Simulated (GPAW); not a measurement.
Wanted: an ASE script for a GPAW 26.7.0 run.

```
Task                : band structure
Functional          : r2SCAN
Potentials or basis : GPAW PAW data sets (gpaw-data 1.2.1)
Cutoff              : 800 eV
Basis               : pw
k mesh              : 8 × 8 × 6
Occupations         : fermi-dirac, width 0.05 eV
Spin                : no spin polarisation
Maxiter             : 150
Band path           : GYTZGXA1Y,TX1,XAZ,LG
Band points         : 80
```

Crystal: BN.

```
CELL_PARAMETERS angstrom
2.50804 0.00000 0.00000
-1.24671 2.17623 0.00000
-0.63067 -1.08812 3.02254
ATOMIC_POSITIONS crystal
N 0.66851 0.33238 0.98500
B 0.97964 0.98350 0.00181
```

The cell comes from a database or a generator and needn't be the stable form of this composition.

One way to write it, as run:

run.py

```python
from ase import Atoms
from ase.dft.bandgap import bandgap
from ase.io import write
from ase.units import GPa
from gpaw import GPAW, PW

atoms = Atoms(['N', 'B'],
              cell=[[2.5080409239, 0.0, 0.0],
                    [-1.2467107647, 2.1762310413, 0.0],
                    [-0.6306650796, -1.0881155206, 3.02254]],
              scaled_positions=[[0.668506, 0.332385, 0.984999],
                                [0.979643, 0.983499, 0.001806]],
              pbc=True)

calc = GPAW(mode=PW(800),
            xc='MGGA_X_R2SCAN+MGGA_C_R2SCAN',
            kpts={'size': (8, 8, 6), 'gamma': True},
            occupations={'name': 'fermi-dirac', 'width': 0.05},
            nbands=11,
            convergence={'density': 1e-05, 'energy': 1e-05},
            maxiter=150,
            txt='gpaw.txt')
atoms.calc = calc
energy = atoms.get_potential_energy()
forces = atoms.get_forces()
stress = atoms.get_stress()
calc.write('gs.gpw')
write('result.traj', atoms)
print(f'Energy: {energy:.6f} eV')
print('Forces (eV/A):')
print(forces.round(4))
print('Stress (GPa):', (stress / GPa).round(3))
print('Fermi level:', round(calc.get_fermi_level(), 4), 'eV')
print(f'Gap: {bandgap(calc)[0]:.4f} eV, direct: {bandgap(calc, direct=True)[0]:.4f} eV')

path = atoms.cell.bandpath('GYTZGXA1Y,TX1,XAZ,LG', npoints=80, eps=1e-4)
bs_calc = calc.fixed_density(kpts=path, symmetry='off', nbands=18,
                             convergence={'bands': 'CBM+6.0', 'eigenstates': 1e-6}, txt='bands.txt')
bs = bs_calc.band_structure()
bs.write('bs.json')
print(f'Gap on the path: {bandgap(bs_calc)[0]:.4f} eV')
```

Potentials or basis: GPAW PAW data sets (gpaw-data 1.2.1), pw.

Run with:

```console
$ OMP_NUM_THREADS=1 python run.py
```

It gave:

The pressure is -0.2 GPa, the largest force is 2.741 eV/Å and the band gap on the k mesh is 3.26 eV, indirect (least direct gap 5.16 eV). The band gap along the path is 3.23 eV, indirect (least direct gap 5.15 eV).

Caveat: the PAW data sets were made with another functional, which shifts forces and pressure a little.

Wall time 2.4 min on 1 thread of Arm Neoverse V2 (shared host), peak memory 0.27 GiB.
